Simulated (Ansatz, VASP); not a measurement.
TiC: VASP beside Ansatz

```
CELL_PARAMETERS angstrom
0.00000 2.16391 2.16391
2.16391 0.00000 2.16391
2.16391 2.16391 0.00000
ATOMIC_POSITIONS crystal
Ti 0.00000 0.00000 0.00000
C 0.50000 0.50000 0.50000
```

Alike in both runs: functional r2SCAN; k mesh 16 × 16 × 16; occupations gaussian, width 0.1 eV; no spin polarisation.

Ansatz relaxed the structure, and its values are those at the end. VASP's run is a single point on that final structure, the one shown.

|  | VASP | Ansatz |
| --- | --- | --- |
| version | VASP 6.6.1 | Ansatz 0.2.0 |
| potentials or method | VASP PAW PBE potentials, release 64 (Ti_sv, C) | scalar-relativistic, plane waves, PAW |
| plane-wave cutoff (eV) | 520 | 500 |
| valence electrons in the cell | 16 | 16 |

```csv
,VASP,Ansatz,Ansatz less VASP
gap on the k mesh at the Fermi level (eV),none,none,-
pressure (GPa),0.9,0.0,-0.95
```

A gap of «none» marks a metal or a gap that the smearing closes. The functional is the same, so the differences come from potentials, cutoffs and numerics.

Caveats: the PAW data sets were made with another functional, which shifts forces and pressure a little (VASP).
